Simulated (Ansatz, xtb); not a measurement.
# Loss of CH4: C3H4N2 → C2N2 + CH4

Species: C3H4N2 (pyrazole) `c1cn[nH]c1`, singlet; C2N2 (bisisocyanide) `[C-]#[N+][N+]#[C-]`, singlet; CH4 (methane) `C`, singlet. 

Shapes, held fixed at every level: PBE0-D4/def2-TZVP. Programs: Ansatz 0.2.0, xtb 6.7.1. The zero-point and thermal change to 298 K, harmonic and unscaled (PBE0-D4/def2-TZVP), is -20.4 kJ/mol.

**The experiment to reproduce.** Tabulated heats of formation (Active Thermochemical Tables, CRC Handbook of Chemistry and Physics): C3H4N2 +179.4 (CRC); C2N2 +613.0 (ATcT); CH4 -74.5 (ATcT) kJ/mol, which give ΔH(298 K) = +359.1 kJ/mol.

```
                level                    kind  ΔH (kJ/mol)  computed − measured  CPU time (all species)
             GFN2-xTB          semi-empirical       +414.1                +55.1                 0.096 s
        HF/def2-TZVPP            Hartree–Fock       +276.2                -82.9                       –
    PBE-D4/def2-TZVPP                     GGA       +392.3                +33.2                   9.6 s
 r2SCAN-D4/def2-TZVPP                meta-GGA       +389.9                +30.8                    17 s
  BHLYP-D4/def2-TZVPP           global hybrid       +359.2                 +0.1                    10 s
r2SCAN0-D4/def2-TZVPP           global hybrid       +401.3                +42.2                    16 s
   wB97M-V/def2-TZVPP  range-separated hybrid       +361.5                 +2.4                    36 s
       MP2/def2-TZVPP     perturbation theory       +390.1                +31.0                       –
 CCSD(T)/CBS estimate   coupled cluster or CI       +363.3                 +4.2                 4.9 min
```

Nearest: BHLYP-D4/def2-TZVPP (+0.1); farthest: HF/def2-TZVPP (-82.9). 3 of 9 levels lie within 10 kJ/mol. The CBS estimate extrapolates MP2 from def2-TZVPP and def2-QZVPP and adds CCSD(T) − MP2 in the triple-zeta set, cores frozen. Times are processor times on shared x86 and Arm servers, and rough.
